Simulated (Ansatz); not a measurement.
Runs of Ansatz 0.2.0 on PtSe2 (Sudovikovite). The structure is trigonal, space group P-3m1 (No. 164). The conventional cell has a = 3.724 Å, b = 3.724 Å, c = 5.062 Å, α = 90.00°, β = 90.00°, γ = 120.00°. Pt (site symmetry -3m) is surrounded by 6 Se at 2.49 Å. Se (site symmetry 3m) has 3 Pt at 2.49 Å as nearest neighbours. 

```csv
task,level,cell,k mesh,points for each segment of the path,atoms under strain,gap on the mesh (eV),pressure (GPa),relaxed volume (Å³/atom),largest force (eV/Å)
relaxation of cell and atoms,RPBE,relaxed,8 × 8 × 5,-,-,1.28,0.0,32.83,-
relaxation of cell and atoms,PBEsol+D4,relaxed,8 × 8 × 5,-,-,-,0.0,(a),-
band structure,LDA,as given,8 × 8 × 5,14,-,none,(b),-,0.20
elastic constants,LDA,as given,6 × 6 × 4,-,relaxed,none,-1.5,-,-
relaxation of cell and atoms,LDA,relaxed,8 × 8 × 5,-,-,-,0.0,19.22,0.01
```

Alike in all rows: potentials or basis Ansatz PAW; no spin polarisation; cutoff (eV) 420; smearing fermi-dirac 0.05 eV.

Question: Estimate the missing entries.

Answer: (a) 19.06; (b) -0.5.

Caveats: the PAW data sets come from PBE, with cores solved anew for the run's functional, which leaves a small shift of forces and pressure; the plane-wave basis is chosen anew once the cell has moved, so the energies of steps on either side of that aren't comparable (some runs); spin-orbit coupling is left out, which moves the levels of the heavy elements (some runs); the volume moved by over 15 % at a fixed basis, so the end points are rough (some runs); odd divisions of the mesh miss points on the zone boundary, where band edges often lie, so the gap on the mesh can be too wide (some runs); this functional lacks dispersion, which binds the layers, so the pressure and a relaxed spacing across them are unreliable, and here the layers came unbound (some runs); the volume moved by +62 % from the deposited cell, more than functionals usually miss (some runs).

A k mesh can miss the band edges, and the runs leave out spin-orbit coupling on Pt, Se.

A gap of «none» marks a metal or a gap under the smearing width.

Runs at the PBE level aren't shown here.
